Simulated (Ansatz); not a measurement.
# Al2O3 (P-6m2) in Ansatz: a series of runs

The runs below take Al2O3 through band structure, with LDA, r2SCAN.

Program: Ansatz 0.2.0. These are calculated values, not measurements. Logs are shortened: lines on timing, memory, paths and dates and some standing lists are left out, and cuts for length are marked.

## Step 1: The structure

It takes space group P-6m2 (No. 187, hexagonal). The conventional cell has a = 2.884 Å, b = 2.884 Å, c = 9.337 Å, α = 90.00°, β = 90.00°, γ = 120.00°. Al (site symmetry 3m) has 3 O at 1.80 Å as nearest neighbours. O (site symmetry 3m) is surrounded by 3 Al at 1.80 Å. O (site symmetry -6m2) has 6 Al at 2.18 Å as nearest neighbours.

Measurements of this composition are mostly on another form, of space group No. 167.

## Step 2: Band structure, LDA

input.yaml

```yaml
crystal:
  lattice:
    - [2.8843249483, 0.0, 0.0]
    - [-1.4421624742, 2.497898678, 0.0]
    - [0.0, 0.0, 9.33675446]
  atoms:
    - { symbol: Al, position: [0.0, 0.0, 0.85000767] }
    - { symbol: Al, position: [0.0, 0.0, 0.14999233] }
    - { symbol: O, position: [0.3333333333, 0.6666666667, 0.77768308] }
    - { symbol: O, position: [0.6666666667, 0.3333333333, 0.0] }
    - { symbol: O, position: [0.3333333333, 0.6666666667, 0.22231692] }
hamiltonian:
  xc: lda
  pseudopotentials: { kind: paw }
kpoints:
  mp_grid: { grid: [11, 11, 3] }
  band_path:
    path:
      - [[0.0, 0.0, 0.0], [0.5, 0.0, 0.0], [0.3333333333, 0.3333333333, 0.0], [0.0, 0.0, 0.0], [0.0, 0.0, 0.5], [0.5, 0.0, 0.5], [0.3333333333, 0.3333333333, 0.5], [0.0, 0.0, 0.5]]
      - [[0.5, 0.0, 0.5], [0.5, 0.0, 0.0]]
      - [[0.3333333333, 0.3333333333, 0.0], [0.3333333333, 0.3333333333, 0.5]]
    npoints: 14
scf:
  occupations: { method: fermi_dirac, width: 0.05 }
  n_extra_bands: 12
output:
  forces: true
  stress: true
  eigenvalues: true
  fatbands: true
  write_density: true
  write_potential: true
  elf: true
  volumetric_format: npy
```

Potentials or basis: Ansatz PAW.

The run is started by

```console
> ansatz run input.yaml --threads 2 --pin off --max-ram 5632MiB --backend cpu --events-out ev --progress --plain --runs-dir out
```

The program printed:

```text
Warning: RAYON_NUM_THREADS=2 ignored (pool sized by the plan → 2); use --threads N
scf.n_extra_bands = 12 over 12 filled bands (N_el = 24.0): the run solves 24 bands
Engine: ansatz 0.2.0, aarch64-unknown-linux-gnu
Pseudopotentials: kind: paw
Pseudopotential: Al, paw, valence charge 3, recommended cutoff 420 eV (normal), Al.paw.azcp
Pseudopotential: O, paw, valence charge 6, recommended cutoff 420 eV (normal), O.paw.azcp
Functional definition: SPW92
  exchange = slater_x
  correlation = pw_c
Crystal: 5 atoms, lattice volume = 67.269 Å³
Basis set: ecut = 420 eV, 1315 PW (Γ)
Bands: 24, of which v1, the nominal top of the filled ones, is band 12 counted from 1 (11 counted from 0)
Symmetry: 12 space group operations
Space group: P-6m2 (ITA 187), of the structure as read, at distance tolerance 4.1e-5 Å
k-points: 32 of 363 (time reversal used)
Non-local potential: Al, projectors of the file, l = 0: 2, l = 1: 2, l = 2: 1
Non-local potential: O, projectors of the file, l = 0: 2, l = 1: 2, l = 2: 1
PAW form: soft (Blöchl's): semilocal exchange-correlation on the pseudo side does not see the compensation charge
PAW frozen core: Al, regenerated for the run's functional, and the local potential with it (the file was generated under x = pbe(κ = 0.804, μ = 0.2195149727645171), c = pbe(β = 0.06672455060314922))
PAW frozen core: O, regenerated for the run's functional, and the local potential with it (the file was generated under x = pbe(κ = 0.804, μ = 0.2195149727645171), c = pbe(β = 0.06672455060314922))
PAW one-centre angular grid: Al, 110 points (default); XC on 64 Gauss nodes
PAW one-centre angular grid: O, 110 points (default); XC on 64 Gauss nodes
Initial density: superposition of atomic densities (neutral atoms: chi_scale 0, normalization atom), corrected by the library's trained network
Initial wavefunctions: pseudopotential atomic-orbital guess
Functional: x = slater, c = lda
SCF iter   1: F=—  HF=-2698.518923 eV  |F-HF|=—  |Δ(HF+E_count)|=         —  Δρ=1.32e-2  dr2=1.11e-1  ethr=1.77e-3  ⟨swp⟩=7.2  Hψ=4990  notcnv=0  defer=55
preconditioner: auto → none  [insulator: Δε(μ)=4.682 eV  Ē_g=18.426 eV  σ=0.050 eV  W_gap=1.00  n_scr=6 (ndim 8)  ℏωp=22.2 eV  f_vac=0.285  D(μ)=0.00/eV (n_scr^D=0)  ε∞_Penn≈2.4]
SCF iter   2: F=—  HF=-2698.493786 eV  |F-HF|=—  |Δ(HF+E_count)|=   2.51e-2  Δρ=7.33e-3  dr2=2.18e-2  ethr=4.64e-4  ⟨swp⟩=3.3  Hψ=1613  notcnv=0  defer=189
SCF iter   3: F=—  HF=-2698.488079 eV  |F-HF|=—  |Δ(HF+E_count)|=   5.71e-3  Δρ=1.53e-3  dr2=1.05e-3  ethr=9.08e-5  ⟨swp⟩=2.3  Hψ=1159  notcnv=0  defer=189
SCF iter   4: F=—  HF=-2698.489032 eV  |F-HF|=—  |Δ(HF+E_count)|=   9.53e-4  Δρ=8.94e-4  dr2=4.64e-4  ethr=4.37e-6  ⟨swp⟩=3.6  Hψ=1370  notcnv=0  defer=189
SCF iter   5: F=—  HF=-2698.489110 eV  |F-HF|=—  |Δ(HF+E_count)|=   7.76e-5  Δρ=1.42e-4  dr2=9.02e-6  ethr=1.94e-6  ⟨swp⟩=2.4  Hψ=1048  notcnv=0  defer=189
SCF iter   6: F=—  HF=-2698.489117 eV  |F-HF|=—  |Δ(HF+E_count)|=   6.77e-6  Δρ=4.35e-5  dr2=7.83e-7  ethr=3.76e-8  ⟨swp⟩=2.5  Hψ=1200  notcnv=0  defer=189
SCF iter   7: F=-2698.489118 eV  HF=-2698.489118 eV  |F-HF|=2.39e-9  |Δ(HF+E_count)|=   1.34e-6  Δρ=1.39e-5  dr2=6.15e-8  ethr=4.17e-10  ⟨swp⟩=17.2  Hψ=6845  notcnv=0
SCF 1 converged in 7 iterations: F = -2698.489118 eV  dr2 = 6.15e-8
NSCF: frozen V_eff on 129 k-points
SCF converged after 7 iterations
Free energy (F): -2698.489118 eV
Harris-Foulkes:  -2698.489118 eV  (|F-HF|=2.39e-9)
Internal energy: -2698.489118 eV  (E = F + TS)
E sigma→0 (E₀):  -2698.489118 eV
Fermi energy:    4.035508 eV
--- Per-component energies (eV) ---
  E_band       = -108.035832
  E_kinetic    = 581.538684
  E_local      = -2593.714568  (includes V_loc(G=0)·N_el)
  E_nonlocal   = 169.256110
  E_hartree    = 1098.850737
  E_xc         = -299.745968
  E_vxc        = -343.014155  (∫ρ·V_xc dr)
  E_paw        = -1329.239912  (= ΣΔE_a)
  E_vpaw       = -119.819772  (= ΣTr[D̂ρ^β])
  E_aug_tail   = 0.007677  (compensation charges beyond the density's cutoff)
  E_ewald      = -325.844076
  E_core_change = 0.402198  (= ΣΔE_core)
  E_smearing   = -0.000000  (= −TS)
  E_closure    = -0.000000  (closes the sum)
  Σ components = -2698.489118   (vs F -2698.489118, Δ=0.00e0)
--- Forces (eV/Å), atoms counted from 1 ---
  atom   1  Al    -0.00000000    -0.00000000    -0.02394485
  atom   2  Al    -0.00000000    -0.00000000     0.02394485
  atom   3  O     -0.00000000     0.00000000     0.52503502
  atom   4  O      0.00000000    -0.00000000     0.00000000
  atom   5  O     -0.00000000     0.00000000    -0.52503502
  max |Σ_I F_I| component: 2.04e-16 eV/Å
--- Stress (GPa, compression-positive) ---
       -7.922139       0.000000       0.000000
        0.000000      -7.922139       0.000000
        0.000000       0.000000      -5.073025
  P = ⅓ Tr σ = -6.9724 GPa (-69.724 kbar)
--- Band table (eV; the first three rows and the last of 32) ---
  k-point 0: bands = ["-16.8781", "-15.8419", "-14.6073", "-3.4142", "-0.5637", "0.0766", "0.0766", "0.2988", "0.2988", "1.0470", "1.0470", "1.3124", "6.3213", "8.9484", "9.2337", "10.7255", "14.3273", "15.6256", "16.2110", "16.2110", "16.3042", "16.3042", "16.8958", "18.1935"]
  k-point 1: bands = ["-16.8780", "-15.8422", "-14.6071", "-3.4185", "-0.5384", "0.0763", "0.0763", "0.2984", "0.2984", "1.0468", "1.0468", "1.2776", "6.4162", "8.6072", "9.3787", "10.9592", "14.1930", "15.1476", "16.2113", "16.2113", "16.3031", "16.3031", "17.7715", "18.1956"]
  k-point 2: bands = ["-16.7749", "-15.7639", "-14.5688", "-3.3543", "-0.8075", "-0.1511", "-0.1412", "-0.0265", "0.2352", "0.7502", "1.0182", "1.4656", "6.8028", "9.1986", "9.5213", "10.9823", "14.2127", "15.1229", "15.3687", "16.3351", "16.4293", "16.4397", "16.4605", "18.3067"]
  k-point 31: bands = ["-14.7051", "-14.5813", "-14.4868", "-3.9634", "-3.6329", "-2.4946", "-2.3086", "-2.2937", "-1.1140", "0.1197", "0.5701", "1.5171", "10.8770", "10.9020", "12.0177", "13.4206", "14.0015", "14.2963", "14.3300", "14.5768", "15.3656", "16.1783", "17.4618", "18.6087"]
```

It took 10 s on 2 threads of Arm Neoverse V2, shared host; peak memory 0.36 GiB.

What came out:

| Item | Value |
| --- | --- |
| Free energy | -2698.4891 eV |
| Pressure | -7.0 GPa |
| Largest force | 0.525 eV/Å |
| Band gap on the k mesh | 4.76 eV, indirect (least direct gap 5.01 eV) |
| Band gap along the path | 4.76 eV, indirect (least direct gap 5.01 eV) |

Forces in eV/Å, atoms in the order of the input:
```
Al   0.000  0.000 -0.024
Al   0.000  0.000  0.024
O    0.000  0.000  0.525
O    0.000  0.000  0.000
O    0.000  0.000 -0.525
```

Stress tensor (GPa, compression positive):
```
-7.92  0.00  0.00
 0.00 -7.92  0.00
 0.00  0.00 -5.07
```

Levels at the corners of the path, in eV from the valence-band top:
```
point  band 9  band 10  band 11  band 12  band 13  band 14  band 15  band 16
    Γ   -1.27    -0.52    -0.52    -0.25     4.76     7.38     7.67     9.16
    M   -1.99    -1.00    -0.82    -0.58     7.67     8.66     8.85    10.78
    K   -2.84    -1.31    -1.10    -0.03     9.32     9.47    10.54    12.18
    Γ   -1.27    -0.52    -0.52    -0.25     4.76     7.38     7.67     9.16
    A   -1.27    -0.52    -0.52    -0.30     4.89     6.96     7.84     9.47
    L   -1.99    -1.00    -0.83    -0.57     7.68     8.62     8.91    10.56
    H   -2.84    -1.31    -1.11    -0.02     9.30     9.47    10.54    12.21
    A   -1.27    -0.52    -0.52    -0.30     4.89     6.96     7.84     9.47
    L   -1.99    -1.00    -0.83    -0.57     7.68     8.62     8.91    10.56
    M   -1.99    -1.00    -0.82    -0.58     7.67     8.66     8.85    10.78
    K   -2.84    -1.31    -1.10    -0.03     9.32     9.47    10.54    12.18
    H   -2.84    -1.31    -1.11    -0.02     9.30     9.47    10.54    12.21
```

Caveat: the pressure holds a Pulay correction of +0.7 GPa for the finite cutoff; the PAW data sets come from PBE, with cores solved anew for the run's functional, which leaves a small shift of forces and pressure.

## Step 3: Band structure, r2SCAN

Changes to input.yaml since step 2:

```diff
@@ -12,3 +12,3 @@
 hamiltonian:
-  xc: lda
+  xc: r2scan
   pseudopotentials: { kind: paw }
@@ -29,6 +29,2 @@
   eigenvalues: true
-  fatbands: true
-  write_density: true
-  write_potential: true
-  elf: true
-  volumetric_format: npy
+  fatbands: false
```

Potentials or basis: Ansatz PAW.

The run is started by

```console
> ansatz run input.yaml --threads 2 --pin off --max-ram 5632MiB --backend cpu --events-out ev --progress --plain --runs-dir out
```

The program printed:

```text
Warning: RAYON_NUM_THREADS=2 ignored (pool sized by the plan → 2); use --threads N
scf.n_extra_bands = 12 over 12 filled bands (N_el = 24.0): the run solves 24 bands
Engine: ansatz 0.2.0, aarch64-unknown-linux-gnu
Pseudopotentials: kind: paw
Pseudopotential: Al, paw, valence charge 3, recommended cutoff 500 eV (meta_gga), Al.paw.azcp
Pseudopotential: O, paw, valence charge 6, recommended cutoff 500 eV (meta_gga), O.paw.azcp
Functional definition: r2SCAN
  parameter k0 = 0.174
  parameter k1 = 0.065
  parameter a1 = 4.9479
  exchange = r2scan_x(k0 = k0, k1 = k1, a1 = a1)
  correlation = r2scan_c
Crystal: 5 atoms, lattice volume = 67.269 Å³
Basis set: ecut = 500 eV, 1679 PW (Γ), exchange–correlation on 96×96×288 points (64 copies of the dense FFT grid, shifted against one another)
Bands: 24, of which v1, the nominal top of the filled ones, is band 12 counted from 1 (11 counted from 0)
Symmetry: 12 space group operations
Space group: P-6m2 (ITA 187), of the structure as read, at distance tolerance 4.1e-5 Å
k-points: 32 of 363 (time reversal used)
Non-local potential: Al, projectors of the file, l = 0: 2, l = 1: 2, l = 2: 1
Non-local potential: O, projectors of the file, l = 0: 2, l = 1: 2, l = 2: 1
PAW form: soft (Blöchl's): semilocal exchange-correlation on the pseudo side does not see the compensation charge
PAW frozen core: Al, regenerated for the run's functional (the file was generated under x = pbe(κ = 0.804, μ = 0.2195149727645171), c = pbe(β = 0.06672455060314922))
PAW frozen core: O, regenerated for the run's functional (the file was generated under x = pbe(κ = 0.804, μ = 0.2195149727645171), c = pbe(β = 0.06672455060314922))
PAW one-centre angular grid: Al, 302 points (default); XC on 160 Gauss nodes
PAW one-centre angular grid: O, 302 points (default); XC on 160 Gauss nodes
Initial density: superposition of atomic densities (neutral atoms: chi_scale 0, normalization atom), corrected by the library's trained network
Initial wavefunctions: pseudopotential atomic-orbital guess
Functional: x = r2scan, c = r2scan; τ floored in thin density (d = 2e-4 eV/Å³)
SCF iter   1: F=—  HF=-2793.782996 eV  |F-HF|=—  |Δ(HF+E_count)|=         —  Δρ=7.56e-3  dr2=5.67e-2  dr2_τ=2.93e-1  ethr=1.77e-3  ⟨swp⟩=7.4  Hψ=5126  notcnv=0  defer=39
preconditioner: auto → none  [insulator: Δε(μ)=5.663 eV  Ē_g=20.265 eV  σ=0.050 eV  W_gap=1.00  n_scr=6 (ndim 8)  ℏωp=22.2 eV  f_vac=0.285  D(μ)=0.00/eV (n_scr^D=0)  ε∞_Penn≈2.2]
SCF iter   2: F=—  HF=-2794.005340 eV  |F-HF|=—  |Δ(HF+E_count)|=   2.22e-1  Δρ=5.62e-3  dr2=1.16e-2  dr2_τ=1.90e-3  ethr=2.36e-4  ⟨swp⟩=3.1  Hψ=1791  notcnv=0  defer=184
SCF iter   3: F=—  HF=-2794.005885 eV  |F-HF|=—  |Δ(HF+E_count)|=   5.45e-4  Δρ=2.76e-3  dr2=3.32e-3  dr2_τ=4.70e-4  ethr=4.83e-5  ⟨swp⟩=3.8  Hψ=1358  notcnv=0  defer=184
SCF iter   4: F=—  HF=-2794.006539 eV  |F-HF|=—  |Δ(HF+E_count)|=   6.54e-4  Δρ=8.40e-4  dr2=3.68e-4  dr2_τ=7.50e-5  ethr=1.38e-5  ⟨swp⟩=3.6  Hψ=1269  notcnv=0  defer=184
SCF iter   5: F=—  HF=-2794.006561 eV  |F-HF|=—  |Δ(HF+E_count)|=   2.19e-5  Δρ=1.69e-4  dr2=8.15e-6  dr2_τ=1.12e-6  ethr=1.53e-6  ⟨swp⟩=2.4  Hψ=1130  notcnv=0  defer=184
SCF iter   6: F=—  HF=-2794.006568 eV  |F-HF|=—  |Δ(HF+E_count)|=   6.38e-6  Δρ=7.59e-5  dr2=3.57e-6  dr2_τ=2.99e-7  ethr=3.39e-8  ⟨swp⟩=2.6  Hψ=1330  notcnv=0  defer=184
SCF iter   7: F=—  HF=-2794.006568 eV  |F-HF|=—  |Δ(HF+E_count)|=   1.43e-7  Δρ=2.82e-5  dr2=4.80e-7  dr2_τ=1.64e-8  ethr=1.49e-8  ⟨swp⟩=2.2  Hψ=925  notcnv=0  defer=184
SCF iter   8: F=-2794.006568 eV  HF=-2794.006568 eV  |F-HF|=3.78e-9  |Δ(HF+E_count)|=   2.95e-8  Δρ=3.74e-6  dr2=9.03e-9  dr2_τ=5.31e-10  ethr=4.17e-10  ⟨swp⟩=12.4  Hψ=5104  notcnv=0
SCF 1 converged in 8 iterations: F = -2794.006568 eV  dr2 = 9.03e-9
NSCF: frozen V_eff on 129 k-points
SCF converged after 8 iterations
Free energy (F): -2794.006568 eV
Harris-Foulkes:  -2794.006568 eV  (|F-HF|=3.78e-9)
Internal energy: -2794.006568 eV  (E = F + TS)
E sigma→0 (E₀):  -2794.006568 eV
Fermi energy:    4.392604 eV
--- Per-component energies (eV) ---
  E_band       = -117.681292
  E_kinetic    = 589.755880
  E_local      = -2597.523588  (includes V_loc(G=0)·N_el)
  E_nonlocal   = 159.161250
  E_hartree    = 1106.672835
  E_xc         = -298.582413
  E_vxc        = -387.350906  (∫ρ·V_xc dr)
  E_paw        = -1427.433437  (= ΣΔE_a)
  E_vpaw       = -119.275733  (= ΣTr[D̂ρ^β])
  E_aug_tail   = 0.003021  (compensation charges beyond the density's cutoff)
  E_vtau       = 24.202590  (kinetic-family band-sum trace: ∫τ·v_τ [+ j·A + Jᵃ·Aᵃ] dr)
  E_ewald      = -325.844076
  E_core_change = -0.216039  (= ΣΔE_core)
  E_smearing   = -0.000000  (= −TS)
  E_closure    = -0.000000  (closes the sum)
  Σ components = -2794.006568   (vs F -2794.006568, Δ=0.00e0)
--- Forces (eV/Å), atoms counted from 1 ---
  atom   1  Al    -0.00000000    -0.00000000    -0.12718838
  atom   2  Al    -0.00000000    -0.00000000     0.12718838
  atom   3  O      0.00000000     0.00000000     0.39422990
  atom   4  O     -0.00000000    -0.00000000     0.00000000
  atom   5  O      0.00000000     0.00000000    -0.39422990
  max |Σ_I F_I| component: 2.41e-16 eV/Å
--- Stress (GPa, compression-positive) ---
       -5.232456       0.000000       0.000000
        0.000000      -5.232456       0.000000
        0.000000       0.000000      -3.085220
  P = ⅓ Tr σ = -4.5167 GPa (-45.167 kbar)
--- Band table (eV; the first three rows and the last of 32) ---
  k-point 0: bands = ["-18.1524", "-17.1267", "-16.0034", "-3.5362", "-0.6337", "-0.0264", "-0.0264", "0.2166", "0.2166", "0.9473", "0.9473", "1.2630", "7.1127", "9.7687", "10.2194", "11.5896", "15.5730", "16.9513", "17.5480", "17.5480", "17.6731", "17.6731", "18.1860", "19.5229"]
  k-point 1: bands = ["-18.1523", "-17.1269", "-16.0033", "-3.5399", "-0.6116", "-0.0264", "-0.0264", "0.2166", "0.2166", "0.9473", "0.9473", "1.2330", "7.2131", "9.4136", "10.3583", "11.8417", "15.3529", "16.5475", "17.5484", "17.5484", "17.6720", "17.6720", "19.0966", "19.5256"]
  k-point 2: bands = ["-18.0533", "-17.0537", "-15.9681", "-3.4755", "-0.8904", "-0.2280", "-0.2077", "-0.1283", "0.1541", "0.6594", "0.9175", "1.4033", "7.5948", "10.0098", "10.5185", "11.8770", "15.4972", "16.4039", "16.6798", "17.6567", "17.7003", "17.7938", "17.8388", "19.6714"]
  k-point 31: bands = ["-16.1096", "-15.9708", "-15.9061", "-4.0022", "-3.6885", "-2.5928", "-2.3433", "-2.3179", "-1.1846", "0.0196", "0.4711", "1.4161", "11.9988", "12.1362", "13.1470", "14.5665", "15.1771", "15.5399", "15.5875", "15.8179", "16.4530", "17.3971", "18.5323", "19.7987"]
```

bands.tsv:

```text
[... 148 lines left out ...]
7.833529	-20.396472	-20.377691	-20.350072	-8.355326	-7.987457	-7.038400	-6.874816	-6.719480	-5.737977	-4.238340	-4.036757	-2.952072	7.736864	7.756574	8.839631	10.542882	10.782964	11.046467	11.092079	11.447408	12.150816	12.777514	14.246656	15.419051
7.857562	-20.396465	-20.377669	-20.350076	-8.355316	-7.987470	-7.038372	-6.874854	-6.719447	-5.737937	-4.238369	-4.036998	-2.951813	7.736051	7.756563	8.839681	10.545436	10.779770	11.043389	11.091586	11.450400	12.187815	12.731945	14.249911	15.453359
7.881596	-20.396462	-20.377663	-20.350075	-8.355313	-7.987474	-7.038362	-6.874867	-6.719436	-5.737924	-4.238377	-4.037079	-2.951725	7.735774	7.756560	8.839699	10.546302	10.778693	11.042361	11.091417	11.451405	12.201711	12.715169	14.251019	15.466185
```

Wall time 13 s (2 threads of Arm Neoverse V2, shared host); peak memory 0.52 GiB.

Results:

```
Free energy             : -2794.0066 eV
Pressure                : -4.5 GPa
Largest force           : 0.394 eV/Å
Band gap on the k mesh  : 5.63 eV, indirect (least direct gap 5.85 eV)
Band gap along the path : 5.62 eV, indirect (least direct gap 5.85 eV)
```

Forces in eV/Å, atoms in the order of the input:
```
Al   0.000  0.000 -0.127
Al   0.000  0.000  0.127
O    0.000  0.000  0.394
O    0.000  0.000  0.000
O    0.000  0.000 -0.394
```

Levels at the corners of the path, in eV from the valence-band top:
```tsv
point	band 10	band 11	band 12	band 13	band 14	band 15
Γ	-0.54	-0.54	-0.23	5.62	8.28	8.73
M	-1.03	-0.83	-0.60	8.74	9.93	10.04
K	-1.34	-1.13	-0.06	10.66	10.66	11.74
Γ	-0.54	-0.54	-0.23	5.62	8.28	8.73
A	-0.54	-0.54	-0.27	5.76	7.83	8.89
L	-1.03	-0.84	-0.59	8.75	9.88	10.10
H	-1.34	-1.14	-0.05	10.64	10.66	11.74
A	-0.54	-0.54	-0.27	5.76	7.83	8.89
L	-1.03	-0.84	-0.59	8.75	9.88	10.10
M	-1.03	-0.83	-0.60	8.74	9.93	10.04
K	-1.34	-1.13	-0.06	10.66	10.66	11.74
H	-1.34	-1.14	-0.05	10.64	10.66	11.74
```

Caveat: the PAW data sets come from PBE, with cores solved anew for the run's functional, which leaves a small shift of forces and pressure. r2SCAN opens gaps a little over a GGA but as a rule still falls short of measured ones.
